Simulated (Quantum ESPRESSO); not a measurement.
ZrO2:

```
Zr O
1.0
     0.00000    2.54507    2.54507
     2.54507    0.00000    2.54507
     2.54507    2.54507    0.00000
Zr O
1 2
Direct
  0.00000 0.00000 0.00000
  0.75000 0.75000 0.75000
  0.25000 0.25000 0.25000
```

Measurements of this composition are mostly on another form, of space group No. 14.

Base run:

```yaml
Program: Quantum ESPRESSO 7.5
Functional: PBE
Potentials_or_basis: SSSP 1.3 efficiency PBE
Cutoff: 748 eV
Density_cutoff: 5987 eV
k_mesh: 9 × 9 × 9
Occupations: fermi-dirac, width 0.05 eV
Spin: no spin polarisation
Hubbard_terms: Zr d U = 5 eV
```

Its results: band gap on the k mesh 4.70 eV, indirect (least direct gap 4.87 eV); pressure 9.8 GPa.

Task: The run is repeated on the same cell with these changes: hubbard terms from Zr d U = 5 eV to none. What comes out?

Result: Band gap on the k mesh 3.41 eV, indirect (least direct gap 3.89 eV); pressure 3.2 GPa.

The U term pushes filled and empty states of the shell apart.

Caveats: an odd mesh through Γ misses points on the zone boundary, where band edges often lie.
